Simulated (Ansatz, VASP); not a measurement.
**One calculation of Mo, two programs**

File INCAR:

```
  ALGO = Fast
  EDIFF = 1E-7
  ENCUT = 520
  GGA = PE
  ISIF = 2
  ISMEAR = 0
  LASPH = True
  LCHARG = True
  LELF = True
  LREAL = False
  LVHAR = True
  LWAVE = False
  NBANDS = 13
  NELM = 80
  PREC = Accurate
  SIGMA = 0.15
```

Contents of KPOINTS:

```
k-points
0
Gamma
  21 21 18
```

File POSCAR:

```
Mo
1.0
    2.7355103972      0.0000000000      0.0000000000
   -1.3677551986      2.3690214963      0.0000000000
    0.0000000000      0.0000000000      2.4785252790
Mo
1
Direct
    0.0000000000      0.0000000000      0.5000000000
```

Input for Ansatz:

```yaml
crystal:
  lattice:
    - [2.7355103972, 0.0, 0.0]
    - [-1.3677551986, 2.3690214963, 0.0]
    - [0.0, 0.0, 2.478525279]
  atoms:
    - { symbol: Mo, position: [0.0, 0.0, 0.5] }
basis:
  ecutwfc: 420
kpoints:
  mp_grid: { grid: [21, 21, 18] }
hamiltonian:
  xc: pbe
scf:
  occupations: { method: gaussian, width: 0.15 }
output:
  forces: true
  stress: true
  eigenvalues: true
```

Change from the starting cell: strain +0.000 along x and y, -0.030 along z, atoms carried along.

Alike in both runs: task single point; functional PBE; k mesh 21 × 21 × 18; occupations gaussian, width 0.15 eV; no spin polarisation.

|  | VASP | Ansatz |
| --- | --- | --- |
| version | VASP 6.6.1 | Ansatz 0.2.0 |
| potentials or method | VASP PAW PBE potentials, release 64 (Mo_sv) | scalar-relativistic, plane waves, PAW |
| plane-wave cutoff (eV) | 520 | 420 |
| valence electrons in the cell | 14 | 14 |

VASP gave:

| Quantity | Value |
| --- | --- |
| gap on the k mesh at the Fermi level (eV) | none |
| pressure (GPa) | 11.1 |
| largest component of the traceless stress (GPa) | 1.20 |

**Question.** Estimate Ansatz's values.

**Answer.** gap on the k mesh at the Fermi level (eV): none; pressure (GPa): 10.5; largest component of the traceless stress (GPa): 0.93.

A gap of «none» marks a metal or a gap that the smearing closes. With one functional, cell and mesh, what is left measures potentials, basis and numerics.
